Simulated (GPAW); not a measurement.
# TiAl (Pm-3m) in GPAW: notebook

One crystal, TiAl, is run at these levels: PBE; tasks: single point, electron localisation function.

All numbers are computed with GPAW 26.7.0; they aren't measurements. Logs are shortened: lines on timing, memory, paths and dates and some standing lists are left out, and cuts for length are marked. The log counts tension as positive stress, the text compression.

### Step 1. The structure

The structure is cubic, space group Pm-3m (No. 221). The conventional cell has a = 3.179 Å, b = 3.179 Å, c = 3.179 Å, α = 90.00°, β = 90.00°, γ = 90.00°. Ti (site symmetry m-3m) is surrounded by 8 Al at 2.75 Å. Al (site symmetry m-3m) has 8 Ti at 2.75 Å as nearest neighbours.

The cell comes from a database or a generator and needn't be the stable form of this composition.

### Step 2. Single point, PBE

File run.py:

```python
from ase import Atoms
from ase.dft.bandgap import bandgap
from ase.io import write
from ase.units import GPa
from gpaw import GPAW, PW

atoms = Atoms(['Ti', 'Al'],
              cell=[[3.179064, 0.0, 0.0],
                    [0.0, 3.179064, 0.0],
                    [0.0, 0.0, 3.179064]],
              scaled_positions=[[0.0, 0.0, 0.0],
                                [0.5, 0.5, 0.5]],
              pbc=True)

calc = GPAW(mode=PW(600),
            xc='PBE',
            kpts={'size': (8, 8, 8), 'gamma': True},
            occupations={'name': 'methfessel-paxton', 'order': 0, 'width': 0.1},
            nbands=17,
            convergence={'density': 1e-05, 'energy': 1e-05},
            maxiter=150,
            txt='gpaw.txt')
atoms.calc = calc
energy = atoms.get_potential_energy()
forces = atoms.get_forces()
stress = atoms.get_stress()
calc.write('gs.gpw')
write('result.traj', atoms)
print(f'Energy: {energy:.6f} eV')
print('Forces (eV/A):')
print(forces.round(4))
print('Stress (GPa):', (stress / GPa).round(3))
print('Fermi level:', round(calc.get_fermi_level(), 4), 'eV')
print(f'Gap: {bandgap(calc)[0]:.4f} eV, direct: {bandgap(calc, direct=True)[0]:.4f} eV')
```

Potentials or basis: GPAW PAW data sets (gpaw-data 1.2.1), pw.

The run is started by

```bash
$ OMP_NUM_THREADS=1 python run.py
```

gpaw.txt:

```text
__  _  _
 | _ |_)|_||  |
 |__||  | ||/\| - 26.7.0

Input parameters:
  mode=PW(ecut=600.0),
  convergence={'density': 1e-05, 'energy': 1e-05},
  kpts=MonkhorstPack(size=(8, 8, 8), gamma=True),
  maxiter=150,
  nbands=17,
  occupations=Occupations(name='methfessel-paxton', order=0, width=0.1),
  xc=XC(name='PBE')

Diagonalizing LCAO Hamiltonian
Converting LCAO to pw mode
   .-------.
  /|       |
 * |       |
 | |  Al   |
 | .-------.
 |/       /
 Ti------*

Atoms  # Å, Bohr magnetons
|   | symbol |        x |        y |        z |    initial magnetic moments |
|---|--------|----------|----------|----------|-----------------------------|
| 0 |     Ti | 0.000000 | 0.000000 | 0.000000 | ( 0.0000,  0.0000,  0.0000) |
| 1 |     Al | 1.589532 | 1.589532 | 1.589532 | ( 0.0000,  0.0000,  0.0000) |

Unit cell  # Å
| periodic |        x |        y |        z |  lengths |    angles |
|----------|----------|----------|----------|----------|-----------|
|      yes | 3.179064 | 0.000000 | 0.000000 | 3.179064 | 90.000000 |
|      yes | 0.000000 | 3.179064 | 0.000000 | 3.179064 | 90.000000 |
|      yes | 0.000000 | 0.000000 | 3.179064 | 3.179064 | 90.000000 |

Number of symmetries: 48
Symmetry operations  # r_c * U_cc + t_c -> r_c
|    | kind |            matrix            |
|----|------|------------------------------|
|  0 |  E   |  1, 0, 0,  0, 1, 0,  0, 0, 1 |
|  1 |  σ   |  1, 0, 0,  0, 1, 0,  0, 0,-1 |
|  2 |  σ   |  1, 0, 0,  0, 0, 1,  0, 1, 0 |
|  3 |  C4  |  1, 0, 0,  0, 0, 1,  0,-1, 0 |
|  4 |  C4  |  1, 0, 0,  0, 0,-1,  0, 1, 0 |
|  5 |  σ   |  1, 0, 0,  0, 0,-1,  0,-1, 0 |
|  6 |  σ   |  1, 0, 0,  0,-1, 0,  0, 0, 1 |
|  7 |  C2  |  1, 0, 0,  0,-1, 0,  0, 0,-1 |
|  8 |  σ   |  0, 1, 0,  1, 0, 0,  0, 0, 1 |
|  9 |  C2  |  0, 1, 0,  1, 0, 0,  0, 0,-1 |
| 10 |  C3  |  0, 1, 0,  0, 0, 1,  1, 0, 0 |
| 11 |  S6  |  0, 1, 0,  0, 0, 1, -1, 0, 0 |
| 12 |  S6  |  0, 1, 0,  0, 0,-1,  1, 0, 0 |
| 13 |  C3  |  0, 1, 0,  0, 0,-1, -1, 0, 0 |
| 14 |  C4  |  0, 1, 0, -1, 0, 0,  0, 0, 1 |
| 15 |  S4  |  0, 1, 0, -1, 0, 0,  0, 0,-1 |
| 16 |  C3  |  0, 0, 1,  1, 0, 0,  0, 1, 0 |
| 17 |  S6  |  0, 0, 1,  1, 0, 0,  0,-1, 0 |
| 18 |  σ   |  0, 0, 1,  0, 1, 0,  1, 0, 0 |
| 19 |  C4  |  0, 0, 1,  0, 1, 0, -1, 0, 0 |
| 20 |  C2  |  0, 0, 1,  0,-1, 0,  1, 0, 0 |
| 21 |  S4  |  0, 0, 1,  0,-1, 0, -1, 0, 0 |
| 22 |  S6  |  0, 0, 1, -1, 0, 0,  0, 1, 0 |
| 23 |  C3  |  0, 0, 1, -1, 0, 0,  0,-1, 0 |
| 24 |  S6  |  0, 0,-1,  1, 0, 0,  0, 1, 0 |
| 25 |  C3  |  0, 0,-1,  1, 0, 0,  0,-1, 0 |
| 26 |  C4  |  0, 0,-1,  0, 1, 0,  1, 0, 0 |
| 27 |  σ   |  0, 0,-1,  0, 1, 0, -1, 0, 0 |
| 28 |  S4  |  0, 0,-1,  0,-1, 0,  1, 0, 0 |
| 29 |  C2  |  0, 0,-1,  0,-1, 0, -1, 0, 0 |
| 30 |  C3  |  0, 0,-1, -1, 0, 0,  0, 1, 0 |
| 31 |  S6  |  0, 0,-1, -1, 0, 0,  0,-1, 0 |
| 32 |  C4  |  0,-1, 0,  1, 0, 0,  0, 0, 1 |
| 33 |  S4  |  0,-1, 0,  1, 0, 0,  0, 0,-1 |
| 34 |  S6  |  0,-1, 0,  0, 0, 1,  1, 0, 0 |
| 35 |  C3  |  0,-1, 0,  0, 0, 1, -1, 0, 0 |
| 36 |  C3  |  0,-1, 0,  0, 0,-1,  1, 0, 0 |
| 37 |  S6  |  0,-1, 0,  0, 0,-1, -1, 0, 0 |
| 38 |  σ   |  0,-1, 0, -1, 0, 0,  0, 0, 1 |
| 39 |  C2  |  0,-1, 0, -1, 0, 0,  0, 0,-1 |
| 40 |  σ   | -1, 0, 0,  0, 1, 0,  0, 0, 1 |
| 41 |  C2  | -1, 0, 0,  0, 1, 0,  0, 0,-1 |
| 42 |  C2  | -1, 0, 0,  0, 0, 1,  0, 1, 0 |
| 43 |  S4  | -1, 0, 0,  0, 0, 1,  0,-1, 0 |
| 44 |  S4  | -1, 0, 0,  0, 0,-1,  0, 1, 0 |
| 45 |  C2  | -1, 0, 0,  0, 0,-1,  0,-1, 0 |
| 46 |  C2  | -1, 0, 0,  0,-1, 0,  0, 0, 1 |
| 47 |  i   | -1, 0, 0,  0,-1, 0,  0, 0,-1 |

BZ-sampling:
  Number of BZ points: 512
  Number of IBZ points: 35

  Monkhorst-Pack size: [8, 8, 8]
  Monkhorst-Pack shift: [0.0625, 0.0625, 0.0625]

K-points  # in reciprocal-cell coordinates
|     |                                coordinates |     weight |
|-----|--------------------------------------------|------------|
|   0 | (  0.00000000,   0.00000000,   0.00000000) | 0.00195312 |
|   1 | (  0.12500000,   0.00000000,   0.00000000) | 0.01171875 |
|   2 | (  0.12500000,   0.12500000,   0.00000000) | 0.02343750 |
|   3 | (  0.12500000,   0.12500000,   0.12500000) | 0.01562500 |
|   4 | (  0.25000000,   0.00000000,   0.00000000) | 0.01171875 |
|   5 | (  0.25000000,   0.12500000,   0.00000000) | 0.04687500 |
|   6 | (  0.25000000,   0.12500000,   0.12500000) | 0.04687500 |
|   7 | (  0.25000000,   0.25000000,   0.00000000) | 0.02343750 |
|   8 | (  0.25000000,   0.25000000,   0.12500000) | 0.04687500 |
|   9 | (  0.25000000,   0.25000000,   0.25000000) | 0.01562500 |
| ... |                                            |            |
|  34 | (  0.50000000,   0.50000000,   0.50000000) | 0.00195312 |

Plane wave coefficients: 1108
Cutoff: 600.0 eV

Spin-components: 1 (collinear spins)
Bands:           17
Projectors:      11
Spin-degeneracy: 2
Datatype:        complex128

Parallelization:
  kpt:    1
  domain: 1
  band:   1

Density:
  Valence electrons: 15.0
  Components: 1
  Grid points: [18 18 18]
  Charge: 0.0  # |e|

Potential:
  Grid points: [18 18 18]

species:
  Ti:
    name:    Titanium
    Z:       22.0
    valence: 12
    core:    10
    charge:  0.0  # [|e|]
    compensation charges:
      type: gauss
      rc: 0.38  # [Å]
      lmax: 2
    cutoffs:
      filter: 2.23  # [Å]
      core: 1.02  # [Å]
    projectors
    | kind |    occ | energy [eV] | rcut [Å] |
    |------|--------|-------------|----------|
    |   3s |  2.000 |     -62.623 |    1.270 |
    |   4s |  2.000 |      -4.466 |    1.270 |
    |   3p |  6.000 |     -38.862 |    1.058 |
    |   4p |  0.000 |      -1.466 |    1.058 |
    |   3d |  2.000 |      -4.258 |    1.058 |
    |    d |        |      22.953 |    1.058 |

    Using partial waves for Ti as LCAO basis

  Al:
    name:    Aluminium
    Z:       13.0
    valence: 3
    core:    10
    charge:  0.0  # [|e|]
    compensation charges:
      type: gauss
      rc: 0.34  # [Å]
      lmax: 2
    cutoffs:
      filter: 1.91  # [Å]
      core: 2.36  # [Å]
    projectors
    | kind |    occ | energy [eV] | rcut [Å] |
    |------|--------|-------------|----------|
    |   3s |  2.000 |      -7.753 |    1.085 |
    |   3p |  1.000 |      -2.712 |    1.085 |
    |    s |        |      19.459 |    1.085 |
    |    p |        |      24.499 |    1.085 |
    |    d |        |       0.000 |    1.085 |

    Using partial waves for Al as LCAO basis

Reference energy: -29827.437547  # eV

eigensolver:
  PPCG
  Converge bands: occupied
  niter=2

density mixing:
  MSR1-Mixer
  Pratt-step length: 0.05
  Maximum mixing coefficient: 0.75
  Old densities: 10
  SVD Regularization: 0.005
  Good broyden scale: 1.0
  Trust region scale: 1.0
  Backstep threshold: 4.0
  History deletion threshold: 6.0
  Fourier metric: weight=20.0, sigma=0.015

occupation numbers:
  Methfessel-Paxton:
    width: 0.1000  # eV
    order: 0

poisson solver:
  ecut: 4800.0  # eV

xc functional:
  name: PBE with 2 nearest neighbor stencil

convergence criteria:
[... 6 lines left out ...]
|iter     | |      energy | eigst |  dens |
|---------|-|-------------|-------|-------|
|iter:   1| |  -11.085411 | +0.23 |       |
|iter:   2| |  -11.041681 | -1.96 | -1.18 |
|iter:   3| |  -10.924917 | -1.67 | -1.22 |
|iter:   4| |  -10.926731 | -2.94 | -1.71 |
|iter:   5| |  -10.926208 | -3.22 | -1.97 |
|iter:   6| |  -10.926301 | -4.14 | -2.68 |
|iter:   7| |  -10.926306c| -5.94 | -3.56 |
|iter:   8| |  -10.926307c| -7.24 | -4.11 |
|iter:   9| |  -10.926307c| -8.05c| -5.28c|

Converged in 9 steps
Energy contributions relative to reference atoms: (reference = -29827.437547)

Energy contributions:
  Kinetic:          12.143997
  Coulomb:          -9.287577
  Zero:             -0.024813
  External:          0.000000
  Xc:              -13.750251
  Entropy:          -0.015328
  Spinorbit:         0.000000
  ----------------------------
  Free energy:     -10.933971
  Extrapolated:    -10.926307

dipole moment: (-10.088488, -10.088488, -10.088488)  # |e|*Ang

Fermi level: 8.429
Eigenvalues  # (at kpt = [0.000, 0.000, 0.000])
| band index |      eig [eV] | occ [0-2] |
|------------|---------------|-----------|
|          0 |       -48.450 |     2.000 |
|          1 |       -24.665 |     2.000 |
|          2 |       -24.665 |     2.000 |
|          3 |       -24.665 |     2.000 |
|          4 |        -0.849 |     2.000 |
|          5 |         6.985 |     2.000 |
|          6 |         6.985 |     2.000 |
|          7 |        10.241 |     0.000 |
|          8 |        10.241 |     0.000 |
|          9 |        10.241 |     0.000 |
|         10 |        12.834 |     0.000 |
|         11 |        12.834 |     0.000 |
|         12 |        12.834 |     0.000 |
|         13 |        17.225 |     0.000 |
|         14 |        17.225 |     0.000 |
|        ... |               |           |
|         16 |        26.447 |     0.000 |

No gap
No difference between direct/indirect transitions

Forces  # eV/Ang
|       x |        y |       z |
|---------|----------|---------|
| 0.00000 | -0.00000 | 0.00000 |  # Ti   0
| 0.00000 |  0.00000 | 0.00000 |  # Al   1

Stress tensor  # eV/Ang^3
|         x |         y |         z |
|-----------|-----------|-----------|
| -0.004340 |  0.000000 |  0.000000 |
|  0.000000 | -0.004340 |  0.000000 |
|  0.000000 |  0.000000 | -0.004340 |

# Writing to gs.gpw (mode='')
```

Wall time 12 s (1 thread of Arm Neoverse V1, shared host); peak memory 0.14 GiB.

What came out:

```yaml
Free_energy: -10.9340 eV
Pressure: 0.7 GPa
Band_gap_on_the_k_mesh: none (metal or under the smearing width)
```

Levels at points of the mesh, in eV from the Fermi level:
```tsv
k point	band 3	band 4	band 5	band 6	band 7	band 8	band 9	band 10	band 11	band 12
(0.00, 0.00, 0.00)	-33.09	-33.09	-9.28	-1.44	-1.44	1.81	1.81	1.81	4.41	4.41
(0.50, 0.00, 0.00)	-33.08	-33.08	-6.05	-5.19	-0.55	0.16	0.16	2.02	2.99	9.30
(0.50, 0.50, 0.00)	-33.24	-33.06	-5.02	-2.12	-2.12	-1.47	0.72	0.72	2.73	4.71
(0.50, 0.50, 0.50)	-33.22	-33.22	-3.10	-3.10	-3.10	0.62	2.80	2.80	2.90	2.90
```

### Step 3. Electron localisation function, PBE, collinear spin, ferromagnetic start

Changes to run.py since step 2:

```diff
@@ -3,4 +3,5 @@
 from ase.io import write
-from ase.units import GPa
+from ase.units import Bohr, GPa
 from gpaw import GPAW, PW
+from gpaw.elf import elf_from_dft_calculation
 
@@ -13,2 +14,3 @@
               pbc=True)
+atoms.set_initial_magnetic_moments([1.0, 0.0])
 
@@ -17,3 +19,3 @@
             kpts={'size': (8, 8, 8), 'gamma': True},
-            occupations={'name': 'methfessel-paxton', 'order': 0, 'width': 0.1},
+            occupations={'name': 'improved-tetrahedron-method'},
             nbands=17,
@@ -32,3 +34,10 @@
 print('Stress (GPa):', (stress / GPa).round(3))
+print('Moments:', calc.get_magnetic_moments().round(3))
 print('Fermi level:', round(calc.get_fermi_level(), 4), 'eV')
 print(f'Gap: {bandgap(calc)[0]:.4f} eV, direct: {bandgap(calc, direct=True)[0]:.4f} eV')
+
+# fields on the real-space grid
+write('density.cube', atoms, data=calc.get_pseudo_density() * Bohr**3)
+write('potential.cube', atoms, data=calc.get_electrostatic_potential())
+write('spin.cube', atoms, data=(calc.get_pseudo_density(spin=0) - calc.get_pseudo_density(spin=1)) * Bohr**3)
+write('elf.cube', atoms, data=elf_from_dft_calculation(calc).data)
```

Potentials or basis: GPAW PAW data sets (gpaw-data 1.2.1), pw.

The run is started by

```bash
$ OMP_NUM_THREADS=1 python run.py
```

gpaw.txt:

```text
__  _  _
 | _ |_)|_||  |
 |__||  | ||/\| - 26.7.0

Input parameters:
  mode=PW(ecut=600.0),
  convergence={'density': 1e-05, 'energy': 1e-05},
  kpts=MonkhorstPack(size=(8, 8, 8), gamma=True),
  maxiter=150,
  nbands=17,
  occupations=Occupations(name='improved-tetrahedron-method'),
  xc=XC(name='PBE')

Diagonalizing LCAO Hamiltonian
Converting LCAO to pw mode
   .-------.
  /|       |
 * |       |
 | |  Al   |
 | .-------.
 |/       /
 Ti------*

Atoms  # Å, Bohr magnetons
|   | symbol |        x |        y |        z |    initial magnetic moments |
|---|--------|----------|----------|----------|-----------------------------|
| 0 |     Ti | 0.000000 | 0.000000 | 0.000000 | ( 0.0000,  0.0000,  1.0000) |
| 1 |     Al | 1.589532 | 1.589532 | 1.589532 | ( 0.0000,  0.0000,  0.0000) |

Unit cell  # Å
| periodic |        x |        y |        z |  lengths |    angles |
|----------|----------|----------|----------|----------|-----------|
|      yes | 3.179064 | 0.000000 | 0.000000 | 3.179064 | 90.000000 |
|      yes | 0.000000 | 3.179064 | 0.000000 | 3.179064 | 90.000000 |
|      yes | 0.000000 | 0.000000 | 3.179064 | 3.179064 | 90.000000 |

Number of symmetries: 48
Symmetry operations  # r_c * U_cc + t_c -> r_c
|    | kind |            matrix            |
|----|------|------------------------------|
|  0 |  E   |  1, 0, 0,  0, 1, 0,  0, 0, 1 |
|  1 |  σ   |  1, 0, 0,  0, 1, 0,  0, 0,-1 |
|  2 |  σ   |  1, 0, 0,  0, 0, 1,  0, 1, 0 |
|  3 |  C4  |  1, 0, 0,  0, 0, 1,  0,-1, 0 |
|  4 |  C4  |  1, 0, 0,  0, 0,-1,  0, 1, 0 |
|  5 |  σ   |  1, 0, 0,  0, 0,-1,  0,-1, 0 |
|  6 |  σ   |  1, 0, 0,  0,-1, 0,  0, 0, 1 |
|  7 |  C2  |  1, 0, 0,  0,-1, 0,  0, 0,-1 |
|  8 |  σ   |  0, 1, 0,  1, 0, 0,  0, 0, 1 |
|  9 |  C2  |  0, 1, 0,  1, 0, 0,  0, 0,-1 |
| 10 |  C3  |  0, 1, 0,  0, 0, 1,  1, 0, 0 |
| 11 |  S6  |  0, 1, 0,  0, 0, 1, -1, 0, 0 |
| 12 |  S6  |  0, 1, 0,  0, 0,-1,  1, 0, 0 |
| 13 |  C3  |  0, 1, 0,  0, 0,-1, -1, 0, 0 |
| 14 |  C4  |  0, 1, 0, -1, 0, 0,  0, 0, 1 |
| 15 |  S4  |  0, 1, 0, -1, 0, 0,  0, 0,-1 |
| 16 |  C3  |  0, 0, 1,  1, 0, 0,  0, 1, 0 |
| 17 |  S6  |  0, 0, 1,  1, 0, 0,  0,-1, 0 |
| 18 |  σ   |  0, 0, 1,  0, 1, 0,  1, 0, 0 |
| 19 |  C4  |  0, 0, 1,  0, 1, 0, -1, 0, 0 |
[... 160 lines left out ...]
|iter     | |      energy | eigst |  dens |  magmom |
|---------|-|-------------|-------|-------|---------|
|iter:   1| |  -11.018347 | +0.22 |       |  +1.0059|
|iter:   2| |  -10.983058 | -2.00 | -1.03 |  +0.9853|
|iter:   3| |  -10.907313 | -1.74 | -1.06 |  +0.7412|
|iter:   4| |  -10.921641 | -3.03 | -1.52 |  +0.6201|
|iter:   5| |  -10.927309 | -3.22 | -1.73 |  +0.5010|
|iter:   6| |  -10.931932 | -3.80 | -2.13 |  +0.3900|
|iter:   7| |  -10.934566 | -4.23 | -2.36 |  +0.2857|
|iter:   8| |  -10.935990 | -4.29 | -2.65 |  +0.1998|
|iter:   9| |  -10.937044 | -4.07 | -2.92 |  +0.1014|
|iter:  10| |  -10.935424 | -4.07 | -3.17 |  -0.0042|
|iter:  11| |  -10.937080 | -4.31 | -3.50 |  -0.0939|
|iter:  12| |  -10.937267 | -4.69 | -3.35 |  -0.0403|
|iter:  13| |  -10.935566 | -5.08 | -3.56 |  -0.0060|
|iter:  14| |  -10.934775 | -6.90 | -4.22 |  -0.0028|
|iter:  15| |  -10.934775 | -7.59c| -4.42 |  -0.0022|
|iter:  16| |  -10.934775c| -7.47c| -4.60 |  -0.0014|
|iter:  17| |  -10.934775c| -7.79c| -4.87 |  +0.0002|
|iter:  18| |  -10.934775c| -8.36c| -5.23c|  -0.0003|

Converged in 18 steps
Energy contributions relative to reference atoms: (reference = -29827.437547)

Energy contributions:
  Kinetic:          12.058708
  Coulomb:          -9.211750
  Zero:             -0.025491
  External:          0.000000
  Xc:              -13.756241
  Entropy:           0.000000
  Spinorbit:         0.000000
  ----------------------------
  Free energy:     -10.934775
  Extrapolated:    -10.934775

dipole moment: (-10.087982, -10.087982, -10.087982)  # |e|*Ang

Total magnetic moment: (0.000000, 0.000000, -0.000253)

Local magnetic moments
|        x |        y |         z |
|----------|----------|-----------|
| 0.000000 | 0.000000 | -0.000163 |  # Ti   0
| 0.000000 | 0.000000 |  0.000003 |  # Al   1

Fermi level: 8.436
Eigenvalues  # (at kpt = [0.000, 0.000, 0.000])
| band index |      eig [eV] | occ [0-1] |      eig [eV] | occ [0-1] |
|------------|---------------|-----------|---------------|-----------|
|          0 |       -48.444 |     1.000 |       -48.444 |     1.000 |
|          1 |       -24.660 |     1.000 |       -24.660 |     1.000 |
|          2 |       -24.660 |     1.000 |       -24.660 |     1.000 |
|          3 |       -24.660 |     1.000 |       -24.660 |     1.000 |
|          4 |        -0.850 |     1.000 |        -0.850 |     1.000 |
|          5 |         6.988 |     1.000 |         6.988 |     1.000 |
|          6 |         6.988 |     1.000 |         6.988 |     1.000 |
|          7 |        10.246 |     0.000 |        10.246 |     0.000 |
|          8 |        10.246 |     0.000 |        10.246 |     0.000 |
|          9 |        10.246 |     0.000 |        10.246 |     0.000 |
|         10 |        12.834 |     0.000 |        12.834 |     0.000 |
|         11 |        12.834 |     0.000 |        12.834 |     0.000 |
|         12 |        12.834 |     0.000 |        12.834 |     0.000 |
|         13 |        17.226 |     0.000 |        17.226 |     0.000 |
|         14 |        17.226 |     0.000 |        17.226 |     0.000 |
|        ... |               |           |               |           |
|         16 |        26.447 |     0.000 |        26.447 |     0.000 |

No gap
No difference between direct/indirect transitions

Forces  # eV/Ang
|       x |        y |        z |
|---------|----------|----------|
| 0.00000 | -0.00000 | -0.00000 |  # Ti   0
| 0.00000 |  0.00000 |  0.00000 |  # Al   1

Stress tensor  # eV/Ang^3
|         x |         y |         z |
|-----------|-----------|-----------|
| -0.003377 |  0.000000 |  0.000000 |
|  0.000000 | -0.003377 |  0.000000 |
|  0.000000 |  0.000000 | -0.003377 |

# Writing to gs.gpw (mode='')
```

Wall time 40 s (1 thread of Arm Neoverse V1, shared host); peak memory 0.16 GiB.

Results:

```yaml
Free_energy: -10.9348 eV
Pressure: 0.5 GPa
Band_gap_on_the_k_mesh: none (metal or under the smearing width)
Net_moment: 0.00 μB per cell
```
